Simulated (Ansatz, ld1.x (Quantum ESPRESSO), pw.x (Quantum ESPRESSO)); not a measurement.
## Ca (Z = 20): does the ultrasoft potential hold in the solid?

```
Element                 : calcium (Ca)
Generator               : ld1.x (Quantum ESPRESSO) 7.5
Type                    : ultrasoft
Functional              : PBE
Relativity              : scalar-relativistic
Frozen core             : [Ne]
Valence charge          : 10
Reference configuration : 3s2 3p6 3d0 4s0 4p0 (charge +2)
Partial waves           : 3s (bound): rcut 1.50, rcutus 1.80 bohr; 4s (bound, empty): rcut 1.50, rcutus 1.80 bohr; 3p (bound): rcut 1.65, rcutus 1.75 bohr; 4p (bound, empty): rcut 1.65, rcutus 1.75 bohr; 3d (bound, empty): rcut 2.15, rcutus 2.90 bohr; 3d channel at 0.85 Ry: rcut 2.15, rcutus 2.90 bohr
Local potential         : all-electron potential smoothed inside 2.50 bohr (lloc = -1)
Core correction         : none
Augmentation charge     : PSQ, radius 1.50 bohr
```

Crystal test: bcc Ca in pw.x 7.5, no spin, 11³ k-points, Fermi–Dirac smearing 0.01 Ry, cutoffs 55/440 Ry. The reference is all-electron LAPW (Ansatz 0.2.0) with the same functional, mesh and smearing; V0 and B0 come from Birch–Murnaghan fits to the pressures at five volumes. Errors are pseudo minus all-electron; Δ is the rms difference of the E(V) curves that follow from these fits, minima aligned, over ±6 % about the mean V0. Mesh and smearing are coarse, so the numbers serve the comparison and aren't converged zero-temperature values; the lattice is a test structure that the element need not adopt.

All-electron: a0 = 4.386 Å (V0 = 42.19 Å³/atom), B0 = 17.2 GPa.

Q: How far does the potential miss the all-electron equation of state?

A: mean pressure error (GPa): +0.60; a0 (Å): 4.434; a0 error (%): +1.10; B0 error (%): +0.9; Δ (meV/atom): 5.3. This is a poor potential for the solid.

| V (Å³/atom) | P all-electron (GPa) | P pseudo (GPa) |
| --- | --- | --- |
| 40.073 | 0.96 | 1.65 |
| 41.127 | 0.46 | 1.10 |
| 42.182 | 0.00 | 0.60 |
| 43.237 | -0.40 | 0.14 |
| 44.291 | -0.77 | -0.27 |

Q: At the middle volume, how do free energy and pressure move when the wave cutoff is lowered (ecutrho held at 440 Ry)?

A:

```csv
cutoff (Ry),shift of F (meV/atom),shift of P (GPa)
25,+144.3,-2.65
33,+43.1,-0.23
44,+7.1,-0.20
```

The run at the middle volume (56 k-points, 11 iterations) took about 32 s on one core of a shared host (Neoverse-V1, 32 threads, 247 GiB, load 16).
